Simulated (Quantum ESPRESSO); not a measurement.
# TaS2 (P-3m1) in Quantum ESPRESSO: convergence with wavefunction cutoff

Aim: find how far wavefunction cutoff must go before the results for TaS2 settle, at PBEsol. This setting moves, with any that are tied to it; all else stays.

Everything below comes from runs of Quantum ESPRESSO 7.5. Logs are shortened: lines on timing, memory, paths and dates and some standing lists are left out, and cuts for length are marked.

### Step 1. The crystal as given

It takes space group P-3m1 (No. 164, trigonal). Conventional cell: a = 3.350 Å, b = 3.350 Å, c = 5.860 Å, α = 90.00°, β = 90.00°, γ = 120.00°. Around Ta (site symmetry -3m) lie 6 S at 2.43 Å. S (site symmetry 3m) has 3 Ta at 2.43 Å as nearest neighbours.

### Step 2. With wavefunction cutoff 53 Ry

Contents of pw.in:

```
&CONTROL
  calculation = 'scf'
  prefix = 'pwscf'
  outdir = './tmp'
  pseudo_dir = './pseudo'
  tprnfor = .true.
  tstress = .true.
  disk_io = 'nowf'
/
&SYSTEM
  ibrav = 0
  nat = 3
  ntyp = 2
  ecutwfc = 53
  nbnd = 28
  occupations = 'smearing'
  smearing = 'gaussian'
  degauss = 0.00999582
/
&ELECTRONS
  conv_thr = 6d-10
  electron_maxstep = 120
  mixing_beta = 0.5
/
ATOMIC_SPECIES
Ta   180.9479 Ta.upf
S     32.0600 S.upf
CELL_PARAMETERS angstrom
   3.3500000000    0.0000000000    0.0000000000
  -1.6750000000    2.9011851027    0.0000000000
   0.0000000000    0.0000000000    5.8600000000
ATOMIC_POSITIONS crystal
Ta     0.0000000000    0.0000000000    0.0000000000
S      0.6666666667    0.3333333333    0.7500000000
S      0.3333333333    0.6666666667    0.2500000000
K_POINTS automatic
6 6 4 0 0 0
```

Potentials or basis: PseudoDojo 0.4 SR PBEsol stringent.

The run is started by

```bash
$ OMP_NUM_THREADS=1 pw.x -in pw.in > pw.out
```

pw.out:

```text
This program is part of the open-source Quantum ESPRESSO suite
     for quantum simulation of materials; please cite
[... 9 lines left out ...]
     --------------------
     sticks:   dense  smooth     PW     G-vecs:    dense   smooth      PW
     Sum         583     583    169                20025    20025    3293

     Using Slab Decomposition

     bravais-lattice index     =            0
     lattice parameter (alat)  =       6.3306  a.u.
     unit-cell volume          =     384.3390 (a.u.)^3
     number of atoms/cell      =            3
     number of atomic types    =            2
     number of electrons       =        39.00
     number of Kohn-Sham states=           28
     kinetic-energy cutoff     =      53.0000  Ry
     charge density cutoff     =     212.0000  Ry
     scf convergence threshold =      6.0E-10
     mixing beta               =       0.5000
     number of iterations used =            8  plain     mixing
     Exchange-correlation= PBESOL
                           (   1   4  10   8   0   0   0)

     celldm(1)=   6.330583  celldm(2)=   0.000000  celldm(3)=   0.000000
     celldm(4)=   0.000000  celldm(5)=   0.000000  celldm(6)=   0.000000

     crystal axes: (cart. coord. in units of alat)
               a(1) = (   1.000000   0.000000   0.000000 )
               a(2) = (  -0.500000   0.866025   0.000000 )
               a(3) = (   0.000000   0.000000   1.749254 )

     reciprocal axes: (cart. coord. in units 2 pi/alat)
               b(1) = (  1.000000  0.577350 -0.000000 )
               b(2) = (  0.000000  1.154701  0.000000 )
               b(3) = (  0.000000 -0.000000  0.571672 )

     PseudoPot. # 1 for Ta read from file:
     Ta.upf
     Pseudo is Norm-conserving + core correction, Zval = 27.0
     Generated using ONCVPSP code by D. R. Hamann
     Using radial grid of 1432 points,  8 beta functions with:
                l(1) =   0
                l(2) =   0
                l(3) =   1
                l(4) =   1
                l(5) =   2
                l(6) =   2
                l(7) =   3
                l(8) =   3

     PseudoPot. # 2 for S  read from file:
     S.upf
     Pseudo is Norm-conserving + core correction, Zval =  6.0
     Generated using ONCVPSP code by D. R. Hamann
     Using radial grid of 1146 points,  6 beta functions with:
                l(1) =   0
                l(2) =   0
                l(3) =   1
                l(4) =   1
                l(5) =   2
                l(6) =   2

     atomic species   valence    mass     pseudopotential
     Ta               27.00   180.94790     Ta( 1.00)
     S                 6.00    32.06000     S ( 1.00)

     12 Sym. Ops., with inversion, found

   Cartesian axes

     site n.     atom                  positions (alat units)
         1        Ta     tau(   1) = (   0.0000000   0.0000000   0.0000000  )
         2        S      tau(   2) = (   0.5000000   0.2886751   1.3119403  )
         3        S      tau(   3) = (  -0.0000000   0.5773503   0.4373134  )

     number of k points=    24  Gaussian smearing, width (Ry)=  0.0100
                       cart. coord. in units 2pi/alat
        k(    1) = (   0.0000000   0.0000000   0.0000000), wk =   0.0138889
        k(    2) = (   0.0000000   0.0000000   0.1429181), wk =   0.0277778
        k(    3) = (   0.0000000   0.0000000  -0.2858362), wk =   0.0138889
        k(    4) = (   0.0000000   0.1924501   0.0000000), wk =   0.0833333
        k(    5) = (   0.0000000   0.1924501   0.1429181), wk =   0.0833333
        k(    6) = (   0.0000000   0.1924501  -0.2858362), wk =   0.0833333
[... 16 lines left out ...]
        k(   23) = (   0.0000000   0.3849002  -0.1429181), wk =   0.0833333
        k(   24) = (  -0.1666667   0.4811252  -0.1429181), wk =   0.1666667

     Dense  grid:    20025 G-vectors     FFT dimensions: (  30,  30,  54)

     Initial potential from superposition of free atoms

     starting charge      38.9991, renormalised to      39.0000

     negative rho (up, down):  1.246E-05 0.000E+00
     Starting wfcs are   25 randomized atomic wfcs +    3 random wfcs

     Self-consistent Calculation

     iteration #  1     ecut=    53.00 Ry     beta= 0.50
     Davidson diagonalization with overlap
     ethr =  1.00E-02,  avg # of iterations =  5.1

     total energy              =    -657.28962019 Ry
     estimated scf accuracy    <      20.72132338 Ry

     iteration #  2     ecut=    53.00 Ry     beta= 0.50
     Davidson diagonalization with overlap
     ethr =  1.00E-02,  avg # of iterations =  3.0

     total energy              =    -660.54386564 Ry
     estimated scf accuracy    <      36.71561325 Ry

     iteration #  3     ecut=    53.00 Ry     beta= 0.50
     Davidson diagonalization with overlap
     ethr =  1.00E-02,  avg # of iterations =  2.4
[... 43 lines left out ...]
     total energy              =    -666.03280417 Ry
     estimated scf accuracy    <       0.00000018 Ry

     iteration # 10     ecut=    53.00 Ry     beta= 0.50
     Davidson diagonalization with overlap
     ethr =  4.55E-10,  avg # of iterations =  2.7

     total energy              =    -666.03280420 Ry
     estimated scf accuracy    <          6.2E-09 Ry

     iteration # 11     ecut=    53.00 Ry     beta= 0.50
     Davidson diagonalization with overlap
     ethr =  1.60E-11,  avg # of iterations =  3.1

     End of self-consistent calculation

          k = 0.0000 0.0000 0.0000 (  2527 PWs)   bands (ev):

   -75.7338 -31.1021 -31.1021 -30.9838  -3.2148  -1.4609  -1.4334  -0.3957
     0.2039   0.2215   0.2215   0.3309   0.3309   4.9371   7.8181   7.8181
    10.8918  11.4369  11.4369  11.6119  11.6119  11.8547  15.5439  15.5439
    17.0774  17.3649  20.9303  20.9303

          k = 0.0000 0.0000 0.1429 (  2522 PWs)   bands (ev):

   -75.7338 -31.1021 -31.1021 -30.9839  -3.0984  -1.5742  -1.0617  -0.4082
    -0.4082   0.1795   0.4560   0.4560   1.0954   5.4811   7.8320   7.8320
     9.6697  11.3616  11.3616  11.6015  11.6015  12.4377  15.7267  15.7267
    17.4691  17.9221  20.9799  20.9799

          k = 0.0000 0.0000-0.2858 (  2522 PWs)   bands (ev):

   -75.7338 -31.1021 -31.1021 -30.9840  -2.9462  -1.8119  -1.0680  -0.5592
    -0.5592   0.4699   0.5231   0.7072   0.7072   6.2424   7.8461   7.8461
     8.5681  11.2948  11.2948  11.5894  11.5894  12.6631  15.9177  15.9177
    17.7597  18.8150  20.9793  20.9793
[... 31 lines left out ...]
   -75.7316 -31.1927 -31.1241 -30.9689  -1.8822  -1.2018  -0.2288   0.0018
     0.3809   0.3844   0.5787   0.9021   1.3147   5.7336   6.5798   7.5378
     8.0048   9.8661   9.9696  10.8111  13.3408  14.0281  15.4651  15.7064
    17.0107  18.0680  21.3618  21.9448

          k = 0.0000 0.3849-0.2858 (  2488 PWs)   bands (ev):

   -75.7316 -31.1926 -31.1240 -30.9689  -1.7293  -1.3624   0.2424   0.2756
     0.3577   0.8535   0.8540   1.1437   1.4620   5.8463   6.4832   7.9008
     7.9980   9.4726   9.8663  10.9190  13.3979  13.7798  15.6503  15.8475
    17.2302  17.9465  20.2883  22.7421

          k = 0.0000-0.5774 0.0000 (  2508 PWs)   bands (ev):

   -75.7308 -31.2226 -31.1315 -30.9640  -1.3157  -1.1822  -0.0869   0.0046
     0.0303   0.0545   0.3377   0.7216   0.8261   4.9235   7.1594   7.5499
     7.9588   8.4422   9.7464  10.9270  13.5062  13.9309  15.6714  16.3967
    17.7338  18.4467  20.4578  20.7130

          k = 0.0000-0.5774 0.1429 (  2504 PWs)   bands (ev):

   -75.7308 -31.2226 -31.1315 -30.9640  -1.3764  -1.0823  -0.0455   0.1163
     0.1862   0.3798   0.5241   0.6674   0.7042   4.8826   6.7215   7.6589
     7.8907   9.0467   9.8898  10.8230  13.5037  13.9320  15.8678  16.0668
    17.5118  17.7047  19.5853  21.3984

          k = 0.0000-0.5774-0.2858 (  2484 PWs)   bands (ev):

   -75.7308 -31.2225 -31.1313 -30.9639  -1.4169  -0.9570   0.0801   0.5291
     0.5551   0.8818   0.9368   1.2396   1.3234   4.8309   6.5064   7.6416
     7.8298   9.7234  10.0404  10.5591  13.5006  13.9322  15.7756  16.5116
    16.5973  17.6743  18.4539  22.2729

          k = 0.1667 0.2887 0.0000 (  2503 PWs)   bands (ev):

   -75.7319 -31.1721 -31.1262 -30.9713  -2.1645  -1.2229  -0.3391  -0.2795
     0.1644   0.6379   0.6946   0.9727   1.1391   6.2683   6.8726   7.2817
     8.2296   8.7728  10.0835  11.7838  12.9530  13.6031  14.9499  16.5359
    18.8187  19.9009  20.3678  20.5991

          k = 0.1667 0.2887 0.1429 (  2517 PWs)   bands (ev):

   -75.7319 -31.1721 -31.1263 -30.9715  -2.0784  -1.3373  -0.3743  -0.2355
    -0.1509   0.0542   0.3360   0.5848   0.6439   6.2500   6.9086   7.4048
     8.3101   8.7659   9.9123  11.9092  12.7115  13.8229  14.9770  16.0261
    18.6007  20.0646  20.2390  21.1153
[... 52 lines left out ...]
   -75.7330 -31.1324 -31.1094 -30.9789  -2.7105  -1.4684  -0.4692   0.2713
     0.3593   0.5324   0.7389   0.8015   0.9799   5.8952   7.1699   8.0332
     9.1417   9.9596  10.1253  11.6400  12.7561  13.0471  15.1317  15.8342
    18.8643  19.1801  20.3159  21.8558

          k = 0.0000 0.3849-0.1429 (  2500 PWs)   bands (ev):

   -75.7316 -31.1927 -31.1241 -30.9689  -1.7878  -1.3291  -0.2658   0.0315
     0.3539   0.4339   0.5613   0.9272   1.3255   6.0970   6.6482   7.5881
     8.0753   8.9693   9.7061  11.1218  13.3419  13.4516  16.0232  16.6326
    17.6107  18.8114  19.9415  21.6313

          k =-0.1667 0.4811-0.1429 (  2500 PWs)   bands (ev):

   -75.7308 -31.2073 -31.1470 -30.9639  -1.2665  -1.1998  -0.1738   0.0670
     0.1574   0.3583   0.5939   0.9366   1.1129   5.5724   6.6189   7.6547
     7.9074   8.3278   8.8882  12.1416  13.0672  13.7364  15.2852  16.9579
    17.5972  18.9273  20.3286  20.7877

     the Fermi energy is    11.7257 ev

!    total energy              =    -666.03280420 Ry
     estimated scf accuracy    <          4.9E-10 Ry
     smearing contrib. (-TS)   =      -0.00148692 Ry
     internal energy E=F+TS    =    -666.03131729 Ry

     The total energy is F=E-TS. E is the sum of the following terms:
     one-electron contribution =    -537.61631254 Ry
     hartree contribution      =     300.37227772 Ry
     xc contribution           =    -112.36007310 Ry
     ewald contribution        =    -316.42720936 Ry

     convergence has been achieved in  11 iterations

     Forces acting on atoms (cartesian axes, Ry/au):

     atom    1 type  1   force =     0.00000000    0.00000000    0.00000000
     atom    2 type  2   force =     0.00000000   -0.00000000    0.04030960
     atom    3 type  2   force =    -0.00000000   -0.00000000   -0.04030960

     Total force =     0.057006     Total SCF correction =     0.000046

     Computing stress (Cartesian axis) and pressure

          total   stress  (Ry/bohr**3)                   (kbar)     P=   -22355.74
  -0.15194001  -0.00000000   0.00000000       -22351.15       -0.00        0.00
  -0.00000000  -0.15194001   0.00000000           -0.00   -22351.15        0.00
   0.00000000   0.00000000  -0.15203360            0.00        0.00   -22364.92

=------------------------------------------------------------------------------=
   JOB DONE.
=------------------------------------------------------------------------------=
```

It took 14 s on 1 thread of AMD EPYC 9R14 (Zen 4), shared host; peak memory 0.09 GiB.

What came out:

```yaml
Free_energy: -9061.8379 eV
Pressure: -2235.6 GPa
Largest_force: 1.036 eV/Å
Band_gap_on_the_k_mesh: none (metal or under the smearing width)
```

### Step 3. With wavefunction cutoff 66 Ry

Changes to pw.in since step 2:

```diff
@@ -13,3 +13,3 @@
   ntyp = 2
-  ecutwfc = 53
+  ecutwfc = 66
   nbnd = 28
```

Potentials or basis: PseudoDojo 0.4 SR PBEsol stringent.

The run is started by

```bash
$ OMP_NUM_THREADS=1 pw.x -in pw.in > pw.out
```

Run time: 20 s. Hardware: 1 thread of AMD EPYC 9R14 (Zen 4), shared host; peak memory 0.11 GiB.

Results:

- Free energy: -9280.4708 eV
- Pressure: -1450.7 GPa
- Largest force: 0.199 eV/Å
- Band gap on the k mesh: none (metal or under the smearing width)

### Step 4. With wavefunction cutoff 79 Ry

Changes to pw.in since step 3:

```diff
@@ -13,3 +13,3 @@
   ntyp = 2
-  ecutwfc = 66
+  ecutwfc = 79
   nbnd = 28
```

The run is started by

```bash
$ OMP_NUM_THREADS=1 pw.x -in pw.in > pw.out
```

Run time: 22 s. Hardware: 1 thread of AMD EPYC 9R14 (Zen 4), shared host; peak memory 0.14 GiB.

What came out:

- Free energy: -9381.7687 eV
- Pressure: -669.0 GPa
- Largest force: 0.667 eV/Å
- Band gap on the k mesh: none (metal or under the smearing width)

### Step 5. With wavefunction cutoff 92 Ry

Changes to pw.in since step 4:

```diff
@@ -13,3 +13,3 @@
   ntyp = 2
-  ecutwfc = 79
+  ecutwfc = 92
   nbnd = 28
```

The run is started by

```bash
$ OMP_NUM_THREADS=1 pw.x -in pw.in > pw.out
```

Run time: 34 s. Hardware: 1 thread of AMD EPYC 9R14 (Zen 4), shared host; peak memory 0.17 GiB.

What came out:

| Property | Result |
| --- | --- |
| Free energy | -9415.0449 eV |
| Pressure | -195.5 GPa |
| Largest force | 0.828 eV/Å |
| Band gap on the k mesh | none (metal or under the smearing width) |

### Step 6. With wavefunction cutoff 106 Ry

Changes to pw.in since step 5:

```diff
@@ -13,3 +13,3 @@
   ntyp = 2
-  ecutwfc = 92
+  ecutwfc = 106
   nbnd = 28
```

Potentials or basis: PseudoDojo 0.4 SR PBEsol stringent.

The run is started by

```bash
$ OMP_NUM_THREADS=1 pw.x -in pw.in > pw.out
```

Run time: 42 s. Hardware: 1 thread of AMD EPYC 9R14 (Zen 4), shared host; peak memory 0.2 GiB.

Results (log left out):

| Property | Result |
| --- | --- |
| Free energy | -9422.2502 eV |
| Pressure | -24.6 GPa |
| Largest force | 0.871 eV/Å |
| Band gap on the k mesh | none (metal or under the smearing width) |

### Step 7. With wavefunction cutoff 119 Ry

Changes to pw.in since step 6:

```diff
@@ -13,3 +13,3 @@
   ntyp = 2
-  ecutwfc = 106
+  ecutwfc = 119
   nbnd = 28
```

The run is started by

```bash
$ OMP_NUM_THREADS=1 pw.x -in pw.in > pw.out
```

Wall time 49 s (1 thread of AMD EPYC 9R14 (Zen 4), shared host); peak memory 0.23 GiB.

It converged, with:

```
Free energy            : -9422.9496 eV
Pressure               : 2.1 GPa
Largest force          : 0.875 eV/Å
Band gap on the k mesh : none (metal or under the smearing width)
```

### Step 8. With wavefunction cutoff 132 Ry

Changes to pw.in since step 7:

```diff
@@ -13,3 +13,3 @@
   ntyp = 2
-  ecutwfc = 119
+  ecutwfc = 132
   nbnd = 28
```

The run is started by

```bash
$ OMP_NUM_THREADS=1 pw.x -in pw.in > pw.out
```

Wall time 59 s (1 thread of AMD EPYC 9R14 (Zen 4), shared host); peak memory 0.27 GiB.

The run converged. Its results:

```
Free energy            : -9422.9819 eV
Pressure               : 4.3 GPa
Largest force          : 0.876 eV/Å
Band gap on the k mesh : none (metal or under the smearing width)
```

### Step 9. With wavefunction cutoff 158 Ry

Changes to pw.in since step 8:

```diff
@@ -13,3 +13,3 @@
   ntyp = 2
-  ecutwfc = 132
+  ecutwfc = 158
   nbnd = 28
```

Potentials or basis: PseudoDojo 0.4 SR PBEsol stringent.

The run is started by

```bash
$ OMP_NUM_THREADS=1 pw.x -in pw.in > pw.out
```

Run time: 70 s. Hardware: 1 thread of AMD EPYC 9R14 (Zen 4), shared host; peak memory 0.34 GiB.

Results (log left out):

| Property | Result |
| --- | --- |
| Free energy | -9422.9824 eV |
| Pressure | 4.3 GPa |
| Largest force | 0.876 eV/Å |
| Band gap on the k mesh | none (metal or under the smearing width) |

### Step 10. With wavefunction cutoff 198 Ry

Changes to pw.in since step 9:

```diff
@@ -13,3 +13,3 @@
   ntyp = 2
-  ecutwfc = 158
+  ecutwfc = 198
   nbnd = 28
```

The run is started by

```bash
$ OMP_NUM_THREADS=1 pw.x -in pw.in > pw.out
```

Run time: 95 s. Hardware: 1 thread of AMD EPYC 9R14 (Zen 4), shared host; peak memory 0.47 GiB.

The run converged. Its results:

- Free energy: -9422.9828 eV
- Pressure: 4.3 GPa
- Largest force: 0.876 eV/Å
- Band gap on the k mesh: none (metal or under the smearing width)

### Step 11. The series at a glance

```csv
wavefunction cutoff,"energy less the tightest run, at zero smearing (meV/atom)",pressure (GPa),largest force (eV/Å),SCF cycles,CPU time (s),peak memory (GiB)
53 Ry,120380.72,-2235.57,1.036,11,14,0.09
66 Ry,47503.81,-1450.67,0.199,11,20,0.11
79 Ry,13737.94,-669.01,0.667,10,22,0.14
92 Ry,2645.94,-195.47,0.828,10,34,0.17
106 Ry,244.17,-24.62,0.871,9,42,0.2
119 Ry,11.06,2.14,0.875,9,49,0.23
132 Ry,0.28,4.28,0.876,9,59,0.27
158 Ry,0.13,4.29,0.876,9,70,0.34
198 Ry,0.00,4.29,0.876,9,95,0.47
```

Against the tightest run, the energy stays within 1 meV/atom from 132 Ry on; the pressure stays within 0.1 GPa from 132 Ry on; the largest force stays within 0.005 eV/Å from 106 Ry on. The tightest run that finished is the yardstick and may itself not be fully converged.

Caveats: all runs use coarse meshes; this functional lacks dispersion, which binds the layers, so the pressure and a relaxed spacing across them are unreliable.
